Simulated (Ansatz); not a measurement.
# Structure relaxation of Pb2Se

Theory: DFT PBE, scalar-relativistic, plane waves, PAW (Ansatz). Cutoff 420 eV, Γ-centred k mesh, Gaussian smearing, no spin polarisation in the final step.

Pb2Se was placed on the sites of a reported ZnCl2 cell (P4_2/nmc, No. 137), with Se in place of Zn, Pb in place of Cl, at a guessed volume.

```
CELL_PARAMETERS angstrom
4.04583 0.00000 0.00000
0.00000 4.04583 0.00000
0.00000 0.00000 11.66731
ATOMIC_POSITIONS crystal
Pb 0.00000 0.50000 0.12500
Pb 0.00000 0.50000 0.62500
Pb 0.50000 0.00000 0.37500
Pb 0.50000 0.00000 0.87500
Se 0.00000 0.00000 0.00000
Se 0.50000 0.50000 0.50000
```

Steps on the 4×4×2 mesh (6 atoms). 6 of 6 steps are shown, and the free energy counts from the last. Trial steps that were taken back and renewals of the plane-wave basis can be among the rows.

```
step  ΔF (meV/atom) V (Å³/atom) P (GPa) largest force component (eV/Å)
   1          771.3        31.83    17.41                           3.976
   2          211.6        34.68     5.00                           1.791
   3           41.4        34.36     0.93                           0.728
   4           13.6        32.14     1.33                           0.206
   5            0.2        33.46     0.21                           0.020
   6            0.0        33.46     0.20                           0.020
```

Steps on the 10×10×4 mesh (6 atoms). 4 of 6 steps are shown, and the free energy counts from the last.

```json
{"step": "1", "ΔF (meV/atom)": "3.1", "V (Å³/atom)": "33.46", "P (GPa)": "0.19", "largest force component (eV/Å)": "0.134"}
{"step": "2", "ΔF (meV/atom)": "1.1", "V (Å³/atom)": "33.83", "P (GPa)": "0.01", "largest force component (eV/Å)": "0.008"}
{"step": "4", "ΔF (meV/atom)": "0.2", "V (Å³/atom)": "33.90", "P (GPa)": "-0.13", "largest force component (eV/Å)": "0.001"}
{"step": "6", "ΔF (meV/atom)": "0.0", "V (Å³/atom)": "33.74", "P (GPa)": "0.01", "largest force component (eV/Å)": "0.004"}
```

A final relaxation ran on a 10×10×4 mesh. The relaxed crystal, P4_2/nmc (No. 137):

```cif
data_structure
_symmetry_space_group_name_H-M 'P4_2/nmc:1'
_symmetry_Int_Tables_number 137
_cell_length_a 4.0679
_cell_length_b 4.0679
_cell_length_c 12.2320
_cell_angle_alpha 90.000
_cell_angle_beta 90.000
_cell_angle_gamma 90.000
_cell_volume 202.42
loop_
_atom_site_label
_atom_site_type_symbol
_atom_site_symmetry_multiplicity
_atom_site_Wyckoff_symbol
_atom_site_fract_x
_atom_site_fract_y
_atom_site_fract_z
_atom_site_occupancy
Pb1 Pb 4 d 0.00000 0.50000 0.16788 1
Se1 Se 2 a 0.00000 0.00000 0.00000 1
```

```
Volume per atom          : 33.74 Å³
Density                  : 8.09 g/cm³
Energy over the elements : -0.16 eV/atom
Gap on the 10×10×4 mesh  : 0 eV (a metal)
```

Formation energies are uncorrected and refer to the elements' standard structures at the same level.

The final run used a 10×10×4 mesh on its 6-atom cell and 0.10 eV smearing. The k mesh leaves about 4 meV/atom of noise in metals. Spin–orbit coupling is left out.

A structure relaxed within its symmetry needn't be a true minimum.

Cost: 3 runs of about 5.6 core-minutes in all, on Arm Neoverse V1 (shared hosts).